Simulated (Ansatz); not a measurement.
This cell of GeTe (alpha-GeTe type, space group R3m) is off equilibrium:

```yaml
crystal:
  lattice:
    - [2.12105, 1.22459, 3.73531]
    - [-2.12105, 1.22459, 3.73531]
    - [0.00000, -2.44918, 3.73531]
  atoms:
    - { symbol: Ge, position: [0.23184, 0.23184, 0.23184] }
    - { symbol: Te, position: [0.76816, 0.76816, 0.76816] }
```

Calculation: r2SCAN (plane waves to 500 eV, PAW, scalar-relativistic; Ansatz, a quantum-chemistry and plane-wave program). k mesh 10×10×10 (Γ-centred), Fermi-Dirac smearing 0.05 eV. The energy includes the smearing's −TS. Compression counts positive. As the atoms are clamped, bonds stretch with the cell, which overstates energies and stresses. As the smearing reaches across the gap at some points, the response to shear is sensitive to the k mesh, so small differences along c/a are uncertain. GeTe was relaxed with its symmetry unable to fall. Spin-orbit coupling is left out, though Te is heavy.

Problem. What is the stress tensor (GPa)?

Solution. 
```
   -1.8      0.0      0.0
    0.0     -1.8      0.0
    0.0      0.0     -1.5
```
The pressure, a third of the trace, is -1.7 GPa.

Problem. It is the relaxed cell deformed to V/V₀ = 1.040, (c/a)/(c/a)₀ = 1.000, c along z, fractional positions held. What is its energy relative to the relaxed cell?

Solution. 6 meV/atom.

(A scan under strain: stresses follow from slopes of the energy per volume, elastic moduli from its curvatures.)
